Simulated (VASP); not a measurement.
Crystal: BaHfO3.

```
CELL_PARAMETERS angstrom
4.16984 0.00000 0.00000
0.00000 4.16984 0.00000
0.00000 0.00000 4.16984
ATOMIC_POSITIONS crystal
Ba 0.50000 0.50000 0.50000
Hf 0.00000 0.00000 0.00000
O 0.00000 0.50000 0.00000
O 0.50000 0.00000 0.00000
O 0.00000 0.00000 0.50000
```

The cell comes from a database or a generator and needn't be the stable form of this composition.

- Program: VASP 6.6.1
- Task: relaxation of cell and atoms
- Functional: LDA
- Potentials or basis: VASP PAW LDA potentials, release 64 (Ba_sv, Hf_pv, O)
- Cutoff: 600 eV
- k mesh: 6 × 6 × 6
- Occupations: gaussian, width 0.02 eV
- Spin: no spin polarisation

At the start: pressure -6.1 GPa; volume 14.50 Å³/atom.

Question: Where does the relaxation end?

Answer: Over 3 steps the energy falls by 10.0 meV/atom and the volume is 14.00 Å³/atom (-3.5 %); space group Pm-3m (No. 221, to 0.05 Å).

Step by step:
```
step  energy change (eV)  largest force (eV/Å)  pressure (GPa)  volume (Å³)
   1              0.0000                0.0000           -6.11        72.50
   2              0.0378                0.0000            9.39        66.85
   3             -0.0499                0.0000            0.00        70.00
```

Final structure:
```cif
data_structure
_symmetry_space_group_name_H-M 'P 1'
_symmetry_Int_Tables_number 1
_cell_length_a 4.1212
_cell_length_b 4.1212
_cell_length_c 4.1212
_cell_angle_alpha 90.000
_cell_angle_beta 90.000
_cell_angle_gamma 90.000
_cell_volume 70.00
loop_
_atom_site_label
_atom_site_type_symbol
_atom_site_fract_x
_atom_site_fract_y
_atom_site_fract_z
_atom_site_occupancy
Ba1 Ba 0.50000 0.50000 0.50000 1
Hf1 Hf 0.00000 0.00000 0.00000 1
O1 O 0.00000 0.50000 0.00000 1
O2 O 0.50000 0.00000 0.00000 1
O3 O 0.00000 0.00000 0.50000 1
```
